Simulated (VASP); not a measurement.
# AlNi3 (Fm-3m) in VASP: equation of state

How stiff is AlNi3 in PBE, and what volume does it want? The cell is scaled to several volumes.

All numbers are computed with VASP 6.6.1; they aren't measurements. Logs are shortened: lines on timing, memory, paths and dates and some standing lists are left out, and cuts for length are marked.

## (1) The crystal as given

Symmetry: Fm-3m, No. 225, cubic system. The conventional cell has a = 5.604 Å, b = 5.604 Å, c = 5.604 Å, α = 90.00°, β = 90.00°, γ = 90.00°. Ni (site symmetry -43m) has 4 Al at 2.43 Å and 4 Ni at 2.43 Å as nearest neighbours. Ni (site symmetry m-3m) is surrounded by 8 Ni at 2.43 Å. Al (site symmetry m-3m) is surrounded by 8 Ni at 2.43 Å.

The cell comes from a database or a generator and needn't be the stable form of this composition.

## (2) Equation of state, PBE, collinear spin, ferromagnetic start, 10.34 Å³/atom (volume scaled by 0.94)

Contents of INCAR:

```
  PREC = Accurate
  ENCUT = 520
  EDIFF = 1E-7
  ISMEAR = -1
  SIGMA = 0.05
  LREAL = False
  LASPH = True
  NELM = 100
  ALGO = Normal
  ISIF = 2
  LWAVE = False
  LCHARG = False
  ISPIN = 2
  MAGMOM = 1 1 1 0
  LORBIT = 11
  LMAXMIX = 4
  GGA = PE
  NBANDS = 28
```

Contents of KPOINTS:

```
Automatic mesh
0
Gamma
  8 8 8
```

Contents of POSCAR:

```
AlNi3
1.0
    0.0000000000      2.7446913027      2.7446913027
    2.7446913027      0.0000000000      2.7446913027
    2.7446913027      2.7446913027      0.0000000000
Ni Al
3 1
Direct
    0.7500000000      0.7500000000      0.7500000000
    0.0000000000      0.0000000000      0.0000000000
    0.2500000000      0.2500000000      0.2500000000
    0.5000000000      0.5000000000      0.5000000000
```

Potentials or basis: VASP PAW PBE potentials, release 64 (Ni, Al).

Run with:

```
$ cat potpaw_PBE.64/Ni/POTCAR potpaw_PBE.64/Al/POTCAR > POTCAR
$ mpirun -np 1 vasp_std > vasp.out
```

OUTCAR:

```text
PREC = Accurate
   ENCUT = 520
   EDIFF = 1E-7
   ISMEAR = -1
   LREAL = False
   LASPH = True
   NELM = 100
   ISIF = 2
   ISPIN = 2
   LORBIT = 11
   GGA = PE

 Found     29 irreducible k-points:

 Following reciprocal coordinates:
            Coordinates               Weight
  0.000000  0.000000  0.000000      1.000000
  0.125000  0.000000  0.000000      8.000000
  0.250000  0.000000  0.000000      8.000000
  0.375000  0.000000  0.000000      8.000000
  0.500000  0.000000  0.000000      4.000000
  0.125000  0.125000  0.000000      6.000000
   k-points           NKPTS =     29   k-points in BZ     NKDIM =     29   number of bands    NBANDS=     28
   number of dos      NEDOS =    301   number of ions     NIONS =      4
   total plane-waves  NPLWV =  27000
   dimension x,y,z NGX =    30 NGY =   30 NGZ =   30
   dimension x,y,z NGXF=    60 NGYF=   60 NGZF=   60
   ions per type =               3   1
   NGX,Y,Z   is equivalent  to a cutoff of  12.85, 12.85, 12.85 a.u.
   NGXF,Y,Z  is equivalent  to a cutoff of  25.70, 25.70, 25.70 a.u.
 SYSTEM =  unknown system
   PREC   = accura    normal or accurate (medium, high low for compatibility)
   ISTART =      0    job   : 0-new  1-cont  2-samecut
   ICHARG =      2    charge: 1-file 2-atom 10-const
   ISPIN  =      2    spin polarized calculation?
   LNONCOLLINEAR =      F non collinear calculations
   LSORBIT =      F    spin-orbit coupling
   LASPH  =      T    aspherical Exc in radial PAW
   ENCUT  =  520.0 eV  38.22 Ry    6.18 a.u.   7.22  7.22  7.22*2*pi/ulx,y,z
   NELM   =    100;   NELMIN=  2; NELMDL= -5     # of ELM steps
   EDIFF  = 0.1E-06   stopping-criterion for ELM
   LREAL  =      F    real-space projection
   EDIFFG = 0.1E-05   stopping-criterion for IOM
   NSW    =      0    number of steps for IOM
   IBRION =     -1    ionic relax: 0-MD 1-quasi-New 2-CG
   NFREE  =      0    steps in history (QN), initial steepest desc. (CG)
   ISIF   =      2    stress and relaxation
   ISYM   =      2    0-nonsym 1-usesym 2-fastsym
   POTIM  = 0.5000    time-step for ionic-motion
   TEBEG  =    0.0;   TEEND  =   0.0 temperature during run
   PSTRESS=    0.0 pullay stress
   NELECT =      33.0000    total number of electrons
   NUPDOWN=      -1.0000    fix difference up-down
   EMIN   =  10.00;   EMAX   =-10.00  energy-range for DOS
   EFERMI =   0.00;   METHOD = LEGACY
   ISMEAR =    -1;   SIGMA  =   0.05  broadening in eV -4-tet -1-fermi 0-gaus
   EFERMI_NEDOS =   21; number of points for ismear=-14 and -15
   IALGO  =     38    algorithm
   IMIX   =      4    mixing-type and parameters
     AMIX     =   0.40;   BMIX     =  1.00
     AMIX_MAG =   1.60;   BMIX_MAG =  1.00
  volume/ion in A,a.u.               =      10.34        69.77
  Fermi-wavevector in a.u.,A,eV,Ry     =   1.518481  2.869513 31.372095  2.305784
  Thomas-Fermi vector in A             =   2.627596
   LORBIT       =     11    0 simple, 1 ext, 2 COOP (PROOUT), +10 PAW based schemes
   GGA     = PE    functional components
   LHFCALC =     F    Hartree Fock is set to
   AEXX    =    0.0000 exact exchange contribution
   IVDW    =     0    specifies the selected vdW correction
   LEPSILON=     F    determine dielectric tensor
   LRPA    =     F    only Hartree local field effects (RPA)
 spin polarized calculation
  energy-cutoff  :      520.00
  volume of cell :       41.35
 maximum number of plane-waves:      1139
 NGX is ok and might be reduce to    30
   NGX = 15   NGY = 15   NGZ = 15

 number of electron      33.0000004 magnetization       0.0029638

 number of electron      33.0000004 magnetization      -0.0000034

 Free energy of the ion-electron system (eV)
  ---------------------------------------------------
  ext. energy  EPLUGINS =         0.00000000
  ---------------------------------------------------
  free energy    TOTEN  =       -21.44038502 eV

  energy without entropy =      -21.42321579  energy(sigma->0) =      -21.43180041

 E-fermi :  10.8538     XC(G=0): -13.1515

 val. band max:       10.8380996580   @ k =   0.5000   0.5000   0.0000
 cond. band min:      10.8593571985   @ k =  -0.2500   0.5000   0.2500
 fundamental gap:      0.0212575405
 Fermi energy:        10.8537532764

 spin component 1

 k-point     1 :       0.0000    0.0000    0.0000
  band No.  band energies     occupation
      1       0.2132      1.00000
      2       6.9055      1.00000
      3       6.9055      1.00000
      4       7.0852      1.00000
      5       7.0852      1.00000
      6       7.0852      1.00000
[... 20 lines left out ...]
     27      20.9602      0.00000
     28      23.1977      0.00000

 k-point     2 :       0.1250    0.0000    0.0000
  band No.  band energies     occupation
      1       0.4562      1.00000
      2       6.8529      1.00000
      3       6.8529      1.00000
      4       6.9597      1.00000
      5       7.2714      1.00000
      6       7.2714      1.00000
[... 29 lines left out ...]
  band No.  band energies     occupation
      1       3.4855      1.00000
      2       4.0648      1.00000
      3       7.0331      1.00000
      4       7.0331      1.00000
      5       7.8898      1.00000
      6       7.9287      1.00000
[... 20 lines left out ...]
     27      26.0751      0.00000
     28      26.7952      0.00000

 k-point     6 :       0.1250    0.1250    0.0000
  band No.  band energies     occupation
      1       0.5366      1.00000
      2       6.5993      1.00000
      3       7.0293      1.00000
      4       7.2061      1.00000
      5       7.2061      1.00000
      6       7.2240      1.00000
[... 20 lines left out ...]
     27      22.2432      0.00000
     28      23.2644      0.00000

 [... further k-points ...]

 spin component 2

 k-point     1 :       0.0000    0.0000    0.0000
  band No.  band energies     occupation
      1       0.2132      1.00000
      2       6.9054      1.00000
      3       6.9054      1.00000
      4       7.0852      1.00000
      5       7.0852      1.00000
      6       7.0852      1.00000
[... 20 lines left out ...]
     27      20.9602      0.00000
     28      23.1977      0.00000

 k-point     2 :       0.1250    0.0000    0.0000
  band No.  band energies     occupation
      1       0.4562      1.00000
      2       6.8529      1.00000
      3       6.8529      1.00000
      4       6.9597      1.00000
      5       7.2714      1.00000
      6       7.2714      1.00000
[... 20 lines left out ...]
     27      22.2865      0.00000
     28      24.3647      0.00000

 k-point     3 :       0.2500    0.0000    0.0000
  band No.  band energies     occupation
      1       1.1687      1.00000
      2       6.4957      1.00000
      3       6.8774      1.00000
      4       6.8774      1.00000
      5       7.5902      1.00000
      6       7.5902      1.00000
[... 20 lines left out ...]
     27      25.6866      0.00000
     28      26.6510      0.00000

 k-point     4 :       0.3750    0.0000    0.0000
  band No.  band energies     occupation
      1       2.2936      1.00000
      2       5.3494      1.00000
      3       6.9754      1.00000
      4       6.9754      1.00000
      5       7.8160      1.00000
      6       7.8496      1.00000
[... 20 lines left out ...]
     27      27.5583      0.00000
     28      27.5583      0.00000

 k-point     5 :       0.5000    0.0000    0.0000
  band No.  band energies     occupation
      1       3.4855      1.00000
      2       4.0648      1.00000
      3       7.0330      1.00000
      4       7.0330      1.00000
      5       7.8898      1.00000
      6       7.9287      1.00000
[... 20 lines left out ...]
     27      26.0751      0.00000
     28      26.7956      0.00000

 k-point     6 :       0.1250    0.1250    0.0000
  band No.  band energies     occupation
      1       0.5366      1.00000
      2       6.5993      1.00000
      3       7.0293      1.00000
      4       7.2061      1.00000
      5       7.2061      1.00000
      6       7.2240      1.00000
[... 20 lines left out ...]
     27      22.2432      0.00000
     28      23.2644      0.00000

 [... further k-points ...]

------------------------ aborting loop because EDIFF is reached ----------------------------------------

  FORCE on cell =-STRESS in cart. coord.  units (eV):
  Direction    XX          YY          ZZ          XY          YZ          ZX
  --------------------------------------------------------------------------------------
  -------------------------------------------------------------------------------------
  Total        5.6579822      5.6579822      5.6579822      0.0000000      0.0000000     -0.0000000
  in kB      219.2106480    219.2106480    219.2106480      0.0000000      0.0000000     -0.0000000
  external PRESSURE =     219.2106480 kB  Pullay stress =       0.0000000 kB

 VOLUME and BASIS-vectors are now :
 -----------------------------------------------------------------------------
  energy-cutoff  :      520.00
  volume of cell :       41.35
      direct lattice vectors                 reciprocal lattice vectors
     0.000000000  2.744691303  2.744691303    -0.182169849  0.182169849  0.182169849
     2.744691303  0.000000000  2.744691303     0.182169849 -0.182169849  0.182169849
     2.744691303  2.744691303  0.000000000     0.182169849  0.182169849 -0.182169849

 POSITION                                       TOTAL-FORCE (eV/Angst)
 -----------------------------------------------------------------------------------
      4.11704      4.11704      4.11704        -0.000000     -0.000000     -0.000000
      0.00000      0.00000      0.00000        -0.000000      0.000000     -0.000000
      1.37235      1.37235      1.37235         0.000000      0.000000      0.000000
      2.74469      2.74469      2.74469        -0.000000      0.000000     -0.000000
 -----------------------------------------------------------------------------------
    total drift:                                0.000000     -0.000000      0.000000

  FREE ENERGIE OF THE ION-ELECTRON SYSTEM (eV)
  ---------------------------------------------------
  free  energy   TOTEN  =       -21.4403850174 eV

  energy  without entropy=      -21.4232157938  energy(sigma->0) =      -21.43180041

 total charge

# of ion       s       p       d       tot
------------------------------------------
    1        0.511   0.587   8.481   9.579
    2        0.518   0.565   8.445   9.527
    3        0.511   0.587   8.481   9.579
    4        0.416   0.446   0.000   0.862
--------------------------------------------------
tot          1.956   2.184  25.407  29.548

 magnetization (x)

# of ion       s       p       d       tot
------------------------------------------
    1       -0.000   0.000  -0.000  -0.000
    2       -0.000  -0.000   0.000   0.000
    3       -0.000   0.000  -0.000  -0.000
    4        0.000   0.000   0.000   0.000
--------------------------------------------------
tot         -0.000   0.000  -0.000  -0.000
```

It took 64 s on 1 thread of Intel Xeon 6975P-C (Granite Rapids), shared host; peak memory 0.21 GiB.

What came out:

* Free energy: -21.4404 eV
* Pressure: 21.9 GPa
* Band gap on the k mesh: none (metal or under the smearing width)
* Net moment: 0.00 μB per cell
* Valence electrons inside the program's atomic spheres: Ni 9.58, 9.53; Al 0.86

## (3) Equation of state, PBE, collinear spin, ferromagnetic start, 10.56 Å³/atom (volume scaled by 0.96)

Contents of INCAR:

```
SYSTEM = AlNi3
PREC = Accurate
ENCUT = 520
EDIFF = 1E-7
ISMEAR = -1
SIGMA = 0.05
LREAL = .False.
LASPH = .True.
NELM = 120
ALGO = Normal
ISIF = 2
LWAVE = .False.
LCHARG = .False.
ISPIN = 2
MAGMOM = 1 1 1 0
LORBIT = 11
LMAXMIX = 4
GGA = PE
NBANDS = 28
```

Contents of KPOINTS:

```
regular mesh
0
Gamma
  8 8 8
  0 0 0
```

Contents of POSCAR:

```
AlNi3
1.0
    0.0000000000      2.7640207515      2.7640207515
    2.7640207515      0.0000000000      2.7640207515
    2.7640207515      2.7640207515      0.0000000000
Ni Al
3 1
Direct
    0.7500000000      0.7500000000      0.7500000000
    0.0000000000      0.0000000000      0.0000000000
    0.2500000000      0.2500000000      0.2500000000
    0.5000000000      0.5000000000      0.5000000000
```

Potentials or basis: VASP PAW PBE potentials, release 64 (Ni, Al).

Run with:

```
$ cat potpaw_PBE.64/Ni/POTCAR potpaw_PBE.64/Al/POTCAR > POTCAR
$ mpirun -np 1 vasp_std > vasp.out
```

Run time: 61 s. Hardware: 1 thread of Intel Xeon 6975P-C (Granite Rapids), shared host; peak memory 0.21 GiB.

The run converged. Its results:

```
Free energy                                           : -21.5454 eV
Pressure                                              : 16.4 GPa
Band gap on the k mesh                                : none (metal or under the smearing width)
Net moment                                            : 0.00 μB per cell
Valence electrons inside the program's atomic spheres : Ni 9.54, 9.48; Al 0.85
```

## (4) Equation of state, PBE, collinear spin, ferromagnetic start, 10.78 Å³/atom (volume scaled by 0.98)

Contents of INCAR:

```
SYSTEM = AlNi3
  PREC = Accurate
  ENCUT = 520
  EDIFF = 1E-7
  ISMEAR = -1
  SIGMA = 0.05
  LREAL = .FALSE.
  LASPH = .TRUE.
  NELM = 120
  ALGO = Normal
  ISIF = 2
  LWAVE = .FALSE.
  LCHARG = .FALSE.
  ISPIN = 2
  MAGMOM = 1 1 1 0
  LORBIT = 11
  LMAXMIX = 4
  GGA = PE
  NBANDS = 28
```

Contents of KPOINTS:

```
regular mesh
0
G
  8 8 8
  0 0 0
```

Contents of POSCAR:

```
AlNi3
1.0
    0.0000000000      2.7830835660      2.7830835660
    2.7830835660      0.0000000000      2.7830835660
    2.7830835660      2.7830835660      0.0000000000
Ni Al
3 1
Direct
    0.7500000000      0.7500000000      0.7500000000
    0.0000000000      0.0000000000      0.0000000000
    0.2500000000      0.2500000000      0.2500000000
    0.5000000000      0.5000000000      0.5000000000
```

Run with:

```
$ cat potpaw_PBE.64/Ni/POTCAR potpaw_PBE.64/Al/POTCAR > POTCAR
$ mpirun -np 1 vasp_std > vasp.out
```

Run time: 50 s. Hardware: 1 thread of Intel Xeon 6975P-C (Granite Rapids), shared host; peak memory 0.21 GiB.

It converged, with:

| Quantity | Value |
| --- | --- |
| Free energy | -21.6217 eV |
| Pressure | 11.5 GPa |
| Band gap on the k mesh | none (metal or under the smearing width) |
| Net moment | 0.00 μB per cell |
| Valence electrons inside the program's atomic spheres | Ni 9.50, 9.44; Al 0.84 |

## (5) Equation of state, PBE, collinear spin, ferromagnetic start, 11.22 Å³/atom (volume scaled by 1.02)

Contents of INCAR:

```
PREC     = Accurate       # precision mode
ENCUT    = 520            # plane-wave cutoff, eV
EDIFF    = 1E-7           # SCF threshold, eV
ISMEAR   = -1             # smearing method
SIGMA    = 0.05           # smearing width, eV
LREAL    = False          # projectors in reciprocal space
LASPH    = True           # aspherical terms in the spheres
NELM     = 150            # most SCF steps
ALGO     = Normal         # electronic algorithm
ISIF     = 2              # what is computed and relaxed
LWAVE    = False          # write WAVECAR
LCHARG   = False          # write CHGCAR
ISPIN    = 2              # spin polarisation
MAGMOM   = 1 1 1 0        # initial moments
LORBIT   = 11             # projections on sites
LMAXMIX  = 4              # l up to which the mixer works
GGA      = PE             # functional
NBANDS   = 28             # bands
```

Contents of KPOINTS:

```
regular mesh
0
Gamma
  8 8 8
```

Contents of POSCAR:

```
AlNi3
1.0
    0.0000000000      2.8204448505      2.8204448505
    2.8204448505      0.0000000000      2.8204448505
    2.8204448505      2.8204448505      0.0000000000
Ni Al
3 1
Direct
    0.7500000000      0.7500000000      0.7500000000
    0.0000000000      0.0000000000      0.0000000000
    0.2500000000      0.2500000000      0.2500000000
    0.5000000000      0.5000000000      0.5000000000
```

Run with:

```
$ cat potpaw_PBE.64/Ni/POTCAR potpaw_PBE.64/Al/POTCAR > POTCAR
$ mpirun -np 1 vasp_std > vasp.out
```

Run time: 48 s. Hardware: 1 thread of Intel Xeon 6975P-C (Granite Rapids), shared host; peak memory 0.21 GiB.

It converged, with:

| Property | Result |
| --- | --- |
| Free energy | -21.6999 eV |
| Pressure | 3.1 GPa |
| Band gap on the k mesh | none (metal or under the smearing width) |
| Net moment | 0.00 μB per cell |
| Valence electrons inside the program's atomic spheres | Ni 9.42, 9.37; Al 0.81 |

## (6) Equation of state, PBE, collinear spin, ferromagnetic start, 11.44 Å³/atom (volume scaled by 1.04)

Contents of INCAR:

```
PREC = Accurate
ENCUT = 520
EDIFF = 1E-7
ISMEAR = -1
SIGMA = 0.05
LREAL = False
LASPH = True
NELM = 120
ALGO = Normal
ISIF = 2
LWAVE = False
LCHARG = False
ISPIN = 2
MAGMOM = 1 1 1 0
LORBIT = 11
LMAXMIX = 4
GGA = PE
NBANDS = 28
```

KPOINTS is that of step 5.

Contents of POSCAR:

```
AlNi3
1.0
    0.0000000000      2.8387599407      2.8387599407
    2.8387599407      0.0000000000      2.8387599407
    2.8387599407      2.8387599407      0.0000000000
Ni Al
3 1
Direct
    0.7500000000      0.7500000000      0.7500000000
    0.0000000000      0.0000000000      0.0000000000
    0.2500000000      0.2500000000      0.2500000000
    0.5000000000      0.5000000000      0.5000000000
```

Potentials or basis: VASP PAW PBE potentials, release 64 (Ni, Al).

Run with:

```
$ cat potpaw_PBE.64/Ni/POTCAR potpaw_PBE.64/Al/POTCAR > POTCAR
$ mpirun -np 1 vasp_std > vasp.out
```

Wall time 55 s (1 thread of Intel Xeon 6975P-C (Granite Rapids), shared host); peak memory 0.21 GiB.

It converged, with:

```yaml
Free_energy: -21.7067 eV
Pressure: -0.5 GPa
Band_gap_on_the_k_mesh: none (metal or under the smearing width)
Net_moment: 0.00 μB per cell
Valence_electrons_inside_the_program's_atomic_spheres: Ni 9.39, 9.33; Al 0.80
```

## (7) Equation of state, PBE, collinear spin, ferromagnetic start, 11.66 Å³/atom (volume scaled by 1.06)

Contents of INCAR:

```
SYSTEM = AlNi3
ALGO     = Normal         ! electronic algorithm
EDIFF    = 1E-7           ! SCF threshold, eV
ENCUT    = 520            ! plane-wave cutoff, eV
GGA      = PE             ! functional
ISIF     = 2              ! what is computed and relaxed
ISMEAR   = -1             ! smearing method
ISPIN    = 2              ! spin polarisation
LASPH    = .TRUE.         ! aspherical terms in the spheres
LCHARG   = .FALSE.        ! write CHGCAR
LMAXMIX  = 4              ! l up to which the mixer works
LORBIT   = 11             ! projections on sites
LREAL    = .FALSE.        ! projectors in reciprocal space
LWAVE    = .FALSE.        ! write WAVECAR
MAGMOM   = 1 1 1 0        ! initial moments
NBANDS   = 28             ! bands
NELM     = 150            ! most SCF steps
PREC     = Accurate       ! precision mode
SIGMA    = 0.05           ! smearing width, eV
```

Contents of KPOINTS:

```
k-points
0
G
  8 8 8
  0 0 0
```

Contents of POSCAR:

```
AlNi3
1.0
    0.0000000000      2.8568417017      2.8568417017
    2.8568417017      0.0000000000      2.8568417017
    2.8568417017      2.8568417017      0.0000000000
Ni Al
3 1
Direct
    0.7500000000      0.7500000000      0.7500000000
    0.0000000000      0.0000000000      0.0000000000
    0.2500000000      0.2500000000      0.2500000000
    0.5000000000      0.5000000000      0.5000000000
```

Run with:

```
$ cat potpaw_PBE.64/Ni/POTCAR potpaw_PBE.64/Al/POTCAR > POTCAR
$ mpirun -np 1 vasp_std > vasp.out
```

Wall time 62 s (1 thread of Intel Xeon 6975P-C (Granite Rapids), shared host); peak memory 0.21 GiB.

Results (log left out):

```yaml
Free_energy: -21.6950 eV
Pressure: -3.7 GPa
Band_gap_on_the_k_mesh: none (metal or under the smearing width)
Net_moment: 0.00 μB per cell
Valence_electrons_inside_the_program's_atomic_spheres: Ni 9.36, 9.30; Al 0.79
```

## (8) Equation of state, PBE, collinear spin, ferromagnetic start

Potentials or basis: VASP PAW PBE potentials, release 64 (Ni, Al).

No new run: the results of the series are fitted here.

What came out:

| Quantity | Value |
| --- | --- |
| Equilibrium volume | 11.41 Å³/atom |
| Bulk modulus | 178 GPa |
| Pressure derivative of the bulk modulus | 4.6 |

Energy against volume, from the lowest point:
| volume (Å³/atom) | energy (meV/atom) |
| --- | --- |
| 10.338 | 66.59 |
| 10.558 | 40.34 |
| 10.778 | 21.26 |
| 10.998 | 8.61 |
| 11.218 | 1.72 |
| 11.438 | 0.00 |
| 11.658 | 2.92 |
